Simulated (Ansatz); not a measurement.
# PbS (P-6m2) in Ansatz: equation of state

Aim: energy against volume of PbS in PBE, for its equilibrium volume and stiffness.

Everything below comes from runs of Ansatz 0.2.0. Logs are shortened: lines on timing, memory, paths and dates and some standing lists are left out, and cuts for length are marked.

## Step 1: The crystal as given

Symmetry: P-6m2, No. 187, hexagonal system. Conventional cell: a = 4.090 Å, b = 4.090 Å, c = 3.788 Å, α = 90.00°, β = 90.00°, γ = 120.00°. Pb (site symmetry -6m2) has 6 S at 3.03 Å as nearest neighbours. Around S (site symmetry -6m2) lie 6 Pb at 3.03 Å.

Measurements of this composition are mostly on another form, of space group No. 225.

## Step 2: Single point, PBE, 25.79 Å³/atom (volume scaled by 0.94)

Input file input.yaml:

```yaml
crystal:
  lattice:
    - [4.0062110427, 0.0, 0.0]
    - [-2.0031055213, 3.469480536, 0.0]
    - [0.0, 0.0, 3.7108357707]
  atoms:
    - { symbol: Pb, position: [0.0, 0.0, 0.0] }
    - { symbol: S, position: [0.6666666667, 0.3333333333, 0.5] }
hamiltonian:
  xc: pbe
  pseudopotentials: { kind: paw }
kpoints:
  mp_grid: { grid: [8, 8, 7] }
scf:
  occupations: { method: fermi_dirac, width: 0.05 }
output:
  forces: true
  stress: true
  eigenvalues: true
```

Potentials or basis: Ansatz PAW.

Started as:

```console
$ ansatz run input.yaml --threads 2 --pin off --max-ram 5120MiB --backend cpu --events-out ev --progress --plain --runs-dir out
```

Output:

```text
Warning: RAYON_NUM_THREADS=2 ignored (pool sized by the plan → 2); use --threads N
Engine: ansatz 0.2.0, x86_64-unknown-linux-gnu
Pseudopotentials: kind: paw
Pseudopotential: Pb, paw, valence charge 14, recommended cutoff 420 eV (normal), Pb.paw.azcp
Pseudopotential: S, paw, valence charge 6, recommended cutoff 420 eV (normal), S.paw.azcp
Functional definition: PBE
  parameter kappa = 0.804
  parameter beta = 0.06672455060314922
  exchange = pbe_x(kappa = kappa, mu = beta*pi^2/3)
  correlation = pbe_c(beta = beta)
Crystal: 2 atoms, lattice volume = 51.579 Å³
Basis set: ecut = 420 eV, 997 PW (Γ), exchange–correlation on 54×54×50 points (8 copies of the dense FFT grid, shifted against one another)
Bands: 14, of which v1, the nominal top of the filled ones, is band 10 counted from 1 (9 counted from 0)
Symmetry: 12 space group operations
Space group: P-6m2 (ITA 187), of the structure as read, at distance tolerance 3.7e-5 Å
k-points: 40 of 448 (time reversal used)
Non-local potential: Pb, projectors of the file, l = 0: 2, l = 1: 2, l = 2: 2, l = 3: 2
Non-local potential: S, projectors of the file, l = 0: 2, l = 1: 2, l = 2: 2
PAW form: soft (Blöchl's): semilocal exchange-correlation on the pseudo side does not see the compensation charge
PAW one-centre angular grid: Pb, 590 points (default); XC on 64 Gauss nodes
PAW one-centre angular grid: S, 110 points (default); XC on 64 Gauss nodes
Initial density: superposition of atomic densities (neutral atoms: chi_scale 0, normalization atom), corrected by the library's trained network
Initial wavefunctions: pseudopotential atomic-orbital guess
Functional: x = pbe(κ = 0.804, μ = 0.2195149727645171), c = pbe(β = 0.06672455060314922)
SCF iter   1: F=—  HF=-12809.291560 eV  |F-HF|=—  |Δ(HF+E_count)|=         —  Δρ=1.47e-3  dr2=5.97e-4  ethr=1.77e-3  ⟨swp⟩=6.4  Hψ=3378  notcnv=0
preconditioner: auto → none  [insulator: Δε(μ)=0.185 eV  Ē_g=15.467 eV  σ=0.050 eV  W_gap=0.55  n_scr=8 (ndim 8)  ℏωp=23.1 eV  f_vac=0.000  D(μ)=0.35/eV (n_scr^D=0)  ε∞_Penn≈3.2]
SCF iter   2: F=—  HF=-12809.290889 eV  |F-HF|=—  |Δ(HF+E_count)|=   6.71e-4  Δρ=7.50e-4  dr2=1.32e-4  ethr=2.98e-6  ⟨swp⟩=2.1  Hψ=1312  notcnv=0
SCF iter   3: F=—  HF=-12809.291111 eV  |F-HF|=—  |Δ(HF+E_count)|=   2.21e-4  Δρ=2.23e-4  dr2=1.44e-5  ethr=6.62e-7  ⟨swp⟩=2.0  Hψ=940  notcnv=0
SCF iter   4: F=—  HF=-12809.291112 eV  |F-HF|=—  |Δ(HF+E_count)|=   1.53e-6  Δρ=5.02e-5  dr2=9.37e-7  ethr=7.22e-8  ⟨swp⟩=3.0  Hψ=962  notcnv=0
iter 5 did not close the SCF: its close was put off for the readings that it lacked (scf_convergence_deferred on its scf_iter line)
SCF iter   5: F=-12809.291114 eV  HF=-12809.291114 eV  |F-HF|=3.28e-8  |Δ(HF+E_count)|=   1.40e-6  Δρ=6.23e-6  dr2=1.54e-8  ethr=4.69e-9  ⟨swp⟩=2.0  Hψ=959  notcnv=0
SCF iter   6: F=-12809.291114 eV  HF=-12809.291114 eV  |F-HF|=6.78e-10  |Δ(HF+E_count)|=   4.00e-8  Δρ=1.04e-6  dr2=6.34e-10  ethr=7.72e-11  ⟨swp⟩=2.5  Hψ=2141  notcnv=0
SCF 1 converged in 6 iterations: F = -12809.291114 eV  dr2 = 6.34e-10
SCF converged after 6 iterations
Free energy (F): -12809.291114 eV
Harris-Foulkes:  -12809.291114 eV  (|F-HF|=6.78e-10)
Internal energy: -12809.288535 eV  (E = F + TS)
E sigma→0 (E₀):  -12809.289824 eV
Entropy (-TS):   -0.002579 eV (-1.289 meV/atom)
Fermi energy:    8.479647 eV
--- Per-component energies (eV) ---
  E_band       = -52.845199
  E_kinetic    = 394.276991
  E_local      = -1228.938833  (includes V_loc(G=0)·N_el)
  E_nonlocal   = 378.597502
  E_hartree    = 479.771316
  E_xc         = -318.739324
  E_vxc        = -220.782283  (∫ρ·V_xc dr)
  E_paw        = -11003.472718  (= ΣΔE_a)
  E_vpaw       = -335.541128  (= ΣTr[D̂ρ^β])
  E_aug_tail   = 0.000048  (compensation charges beyond the density's cutoff)
  E_ewald      = -1510.783518
  E_smearing   = -0.002579  (= −TS)
  E_closure    = 0.000000  (closes the sum)
  Σ components = -12809.291114   (vs F -12809.291114, Δ=0.00e0)
--- Forces (eV/Å), atoms counted from 1 ---
  atom   1  Pb    -0.00000000     0.00000000     0.00000000
  atom   2  S      0.00000000    -0.00000000     0.00000000
  max |Σ_I F_I| component: 2.31e-16 eV/Å
--- Stress (GPa, compression-positive) ---
        2.965878      -0.000000      -0.000000
       -0.000000       2.965878      -0.000000
       -0.000000      -0.000000       4.356128
  P = ⅓ Tr σ = 3.4293 GPa (34.293 kbar)
--- Band table (eV; the first three rows and the last of 40) ---
  k-point 0: bands = ["-8.3905", "-8.3500", "-8.3500", "-8.2400", "-8.2400", "-5.0671", "2.2647", "6.1617", "6.6803", "6.6803", "12.0489", "12.0489", "13.6543", "15.4641"]
  k-point 1: bands = ["-8.3627", "-8.3479", "-8.3479", "-8.2510", "-8.2510", "-4.9017", "1.6759", "6.4948", "6.7860", "6.7860", "12.1567", "12.1567", "13.3500", "15.5287"]
  k-point 2: bands = ["-8.3432", "-8.3432", "-8.3010", "-8.2755", "-8.2755", "-4.4470", "0.4683", "7.0393", "7.0393", "7.2630", "11.6998", "12.3988", "12.3988", "16.5628"]
  k-point 39: bands = ["-8.4059", "-8.3308", "-8.3250", "-8.2888", "-8.1979", "-3.0265", "1.2526", "4.1386", "4.5778", "5.9185", "8.4983", "12.6479", "14.3419", "16.2392"]
```

Wall time 0.81 s (2 threads of Intel Xeon 6975P-C (Granite Rapids), shared host); peak memory 0.36 GiB.

Results:

| Quantity | Value |
| --- | --- |
| Free energy | -12809.2911 eV |
| Pressure | 3.4 GPa |
| Band gap on the k mesh | none (metal or under the smearing width) |

## Step 3: Single point, PBE, 26.34 Å³/atom (volume scaled by 0.96)

Changes to input.yaml since step 2:

```diff
@@ -2,5 +2,5 @@
   lattice:
-    - [4.0062110427, 0.0, 0.0]
-    - [-2.0031055213, 3.469480536, 0.0]
-    - [0.0, 0.0, 3.7108357707]
+    - [4.0344247261, 0.0, 0.0]
+    - [-2.017212363, 3.4939143025, 0.0]
+    - [0.0, 0.0, 3.736969278]
   atoms:
```

Potentials or basis: Ansatz PAW.

Started as:

```console
$ ansatz run input.yaml --threads 2 --pin off --max-ram 5120MiB --backend cpu --events-out ev --progress --plain --runs-dir out
```

It took 0.83 s on 2 threads of Intel Xeon 6975P-C (Granite Rapids), shared host; peak memory 0.38 GiB.

Results (log left out):

```yaml
Free_energy: -12809.3103 eV
Pressure: 2.2 GPa
Band_gap_on_the_k_mesh: none (metal or under the smearing width)
```

## Step 4: Single point, PBE, 26.89 Å³/atom (volume scaled by 0.98)

Changes to input.yaml since step 3:

```diff
@@ -2,5 +2,5 @@
   lattice:
-    - [4.0344247261, 0.0, 0.0]
-    - [-2.017212363, 3.4939143025, 0.0]
-    - [0.0, 0.0, 3.736969278]
+    - [4.0622492242, 0.0, 0.0]
+    - [-2.031124612, 3.5180110247, 0.0]
+    - [0.0, 0.0, 3.7627422943]
   atoms:
```

Started as:

```console
$ ansatz run input.yaml --threads 2 --pin off --max-ram 5120MiB --backend cpu --events-out ev --progress --plain --runs-dir out
```

Run time: 0.79 s. Hardware: 2 threads of Intel Xeon 6975P-C (Granite Rapids), shared host; peak memory 0.39 GiB.

It converged, with:

* Free energy: -12809.3214 eV
* Pressure: 1.1 GPa
* Band gap on the k mesh: 0.13 eV, indirect (least direct gap 1.65 eV)

Caveat: odd divisions of the mesh miss points on the zone boundary, where band edges often lie, so the gap on the mesh can be too wide; spin-orbit coupling is left out, which as a rule narrows the gap of such compounds by several tenths of an eV.

## Step 5: Single point, PBE, 27.44 Å³/atom

Changes to input.yaml since step 4:

```diff
@@ -2,5 +2,5 @@
   lattice:
-    - [4.0622492242, 0.0, 0.0]
-    - [-2.031124612, 3.5180110247, 0.0]
-    - [0.0, 0.0, 3.7627422943]
+    - [4.0896976867, 0.0, 0.0]
+    - [-2.0448488433, 3.5417820905, 0.0]
+    - [0.0, 0.0, 3.788167]
   atoms:
```

Started as:

```console
$ ansatz run input.yaml --threads 2 --pin off --max-ram 5120MiB --backend cpu --events-out ev --progress --plain --runs-dir out
```

Wall time 0.83 s (2 threads of Intel Xeon 6975P-C (Granite Rapids), shared host); peak memory 0.38 GiB.

It converged, with:

| Quantity | Value |
| --- | --- |
| Free energy | -12809.3251 eV |
| Pressure | 0.0 GPa |
| Band gap on the k mesh | 0.21 eV, indirect (least direct gap 1.64 eV) |

Caveat: odd divisions of the mesh miss points on the zone boundary, where band edges often lie, so the gap on the mesh can be too wide; spin-orbit coupling is left out, which as a rule narrows the gap of such compounds by several tenths of an eV.

## Step 6: Single point, PBE, 27.98 Å³/atom (volume scaled by 1.02)

Changes to input.yaml since step 5:

```diff
@@ -2,5 +2,5 @@
   lattice:
-    - [4.0896976867, 0.0, 0.0]
-    - [-2.0448488433, 3.5417820905, 0.0]
-    - [0.0, 0.0, 3.788167]
+    - [4.1167825667, 0.0, 0.0]
+    - [-2.0583912833, 3.5652382846, 0.0]
+    - [0.0, 0.0, 3.8132549298]
   atoms:
```

Potentials or basis: Ansatz PAW.

Started as:

```console
$ ansatz run input.yaml --threads 2 --pin off --max-ram 5120MiB --backend cpu --events-out ev --progress --plain --runs-dir out
```

Wall time 0.83 s (2 threads of Intel Xeon 6975P-C (Granite Rapids), shared host); peak memory 0.39 GiB.

The run converged. Its results:

| Quantity | Value |
| --- | --- |
| Free energy | -12809.3219 eV |
| Pressure | -0.9 GPa |
| Band gap on the k mesh | 0.29 eV, indirect (least direct gap 1.64 eV) |

Caveat: odd divisions of the mesh miss points on the zone boundary, where band edges often lie, so the gap on the mesh can be too wide; spin-orbit coupling is left out, which as a rule narrows the gap of such compounds by several tenths of an eV.

## Step 7: Single point, PBE, 28.53 Å³/atom (volume scaled by 1.04)

Changes to input.yaml since step 6:

```diff
@@ -2,5 +2,5 @@
   lattice:
-    - [4.1167825667, 0.0, 0.0]
-    - [-2.0583912833, 3.5652382846, 0.0]
-    - [0.0, 0.0, 3.8132549298]
+    - [4.1435156701, 0.0, 0.0]
+    - [-2.071757835, 3.5883898313, 0.0]
+    - [0.0, 0.0, 3.8380170193]
   atoms:
```

Started as:

```console
$ ansatz run input.yaml --threads 2 --pin off --max-ram 5120MiB --backend cpu --events-out ev --progress --plain --runs-dir out
```

It took 0.86 s on 2 threads of Intel Xeon 6975P-C (Granite Rapids), shared host; peak memory 0.39 GiB.

The run converged. Its results:

```yaml
Free_energy: -12809.3125 eV
Pressure: -1.8 GPa
Band_gap_on_the_k_mesh: 0.36 eV, indirect (least direct gap 1.63 eV)
```

Caveat: odd divisions of the mesh miss points on the zone boundary, where band edges often lie, so the gap on the mesh can be too wide; spin-orbit coupling is left out, which as a rule narrows the gap of such compounds by several tenths of an eV.

## Step 8: Single point, PBE, 29.08 Å³/atom (volume scaled by 1.06)

Changes to input.yaml since step 7:

```diff
@@ -2,5 +2,5 @@
   lattice:
-    - [4.1435156701, 0.0, 0.0]
-    - [-2.071757835, 3.5883898313, 0.0]
-    - [0.0, 0.0, 3.8380170193]
+    - [4.1699082012, 0.0, 0.0]
+    - [-2.0849541005, 3.6112464337, 0.0]
+    - [0.0, 0.0, 3.8624636467]
   atoms:
```

Started as:

```console
$ ansatz run input.yaml --threads 2 --pin off --max-ram 5120MiB --backend cpu --events-out ev --progress --plain --runs-dir out
```

It took 0.89 s on 2 threads of Intel Xeon 6975P-C (Granite Rapids), shared host; peak memory 0.39 GiB.

The run converged. Its results:

| Property | Result |
| --- | --- |
| Free energy | -12809.2974 eV |
| Pressure | -2.6 GPa |
| Band gap on the k mesh | 0.43 eV, indirect (least direct gap 1.62 eV) |

Caveat: odd divisions of the mesh miss points on the zone boundary, where band edges often lie, so the gap on the mesh can be too wide; spin-orbit coupling is left out, which as a rule narrows the gap of such compounds by several tenths of an eV.

## Step 9: Equation of state, PBE

Potentials or basis: Ansatz PAW.

No new run: the results of the series are fitted here.

What came out:

```yaml
Equilibrium_volume: 27.45 Å³/atom
Bulk_modulus_at_fixed_shape_and_positions: 50 GPa
Pressure_derivative_of_the_bulk_modulus: 3.3
```

Energy against volume, from the lowest point:
| volume (Å³/atom) | energy (meV/atom) |
| --- | --- |
| 25.789 | 16.98 |
| 26.338 | 7.39 |
| 26.887 | 1.85 |
| 27.435 | 0.00 |
| 27.984 | 1.57 |
| 28.533 | 6.28 |
| 29.082 | 13.81 |

Caveat: the cell was scaled at fixed shape and fractional positions, which overstates the stiffness of a crystal with free parameters, most of all of layers and chains. The run has no spin-orbit coupling, so splittings on Pb are missing.
